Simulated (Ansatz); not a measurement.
Space group Im-3m (No. 229). a = 3.491 Å, b = 3.491 Å, c = 3.491 Å, α = 90.00°, β = 90.00°, γ = 90.00°
```tsv
atom	site	symmetry	x	y	z
Hf	2a	m-3m	0.0000	0.0000	0.0000
```

Equation of state of this Hf structure (not necessarily the ground state), with shape and atoms relaxed at each volume where symmetry leaves them free. It has no gap at any of these volumes. Computed with DFT PBEsol, scalar-relativistic, plane waves, PAW in Ansatz.

Plane waves to 420 eV, a k mesh through Γ of 16×16×16 on the computed 1-atom cell and Gaussian smearing (0.10 eV); no spin polarisation.

```csv
V (Å³/atom),E − E(largest V) (meV/atom),P (GPa)
18.714,59.25,16.71
19.352,3.00,11.72
19.990,-34.87,7.32
20.628,-56.31,3.43
21.266,-63.17,0.00
21.904,-57.02,-3.04
22.542,-39.27,-5.71
23.393,0.00,-8.75
```

**Question.** Fit a third-order Birch–Murnaghan equation to E(V).

**Answer.** V0 = 21.27 Å³/atom, B0 = 108 GPa, B0' = 2.9.

Spin-orbit coupling is left out, which matters for the bands of heavy elements.

This bcc form isn't the element's structure at ambient conditions.